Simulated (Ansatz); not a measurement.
# Calculated ²⁷Al nuclear quadrupole resonance for Al2O3

Cell: a computed structure from the Materials Project (it need not be an observed phase), atoms as given.

Space group P-31c (No. 163); a = 4.7931, c = 8.9666 Å, γ = 120.00°.

```
site  Wyckoff  site symmetry       x       y       z
 Al1       4f            3..  0.3333  0.6667  0.9628
 Al2       2c            3.2  0.3333  0.6667  0.2500
 Al3       2b           -3..  0.0000  0.0000  0.0000
   O      12i              1  0.0318  0.6766  0.1120
```

One atom of each set is listed.

Computed with Ansatz: DFT, r2SCAN, plane waves and PAW, scalar-relativistic, 500 eV cutoff, Γ-centred 6×6×3 k-points, Fermi–Dirac smearing 0.02 eV.

²⁷Al: I = 5/2, Q = 146.6 mb (year-2017 value). Static lattice, zero field.

Problem. At which frequencies do the ²⁷Al NQR lines lie?

Solution. For I = 5/2 and η = 0 the lines are 3|C_Q|/20 and twice that; η pulls their ratio below 2.

| site | atoms | V_zz (10²¹ V/m²) | C_Q (MHz) | η | line frequencies (MHz) |
| --- | --- | --- | --- | --- | --- |
| Al1 | 4 | 1.75 | 6.19 | 0.00 | 0.929, 1.86 |
| Al2 | 2 | -0.89 | -3.14 | 0.00 | 0.471, 0.942 |
| Al3 | 2 | 0.44 | 1.55 | 0.00 | 0.233, 0.465 |

An axis of threefold or higher order runs through Al1, Al2 and Al3, so V_zz lies along it and η is zero.

With these PAW files V_zz is typically within 2 to 3 % of all-electron values, but misses above 10 % occur on Al.
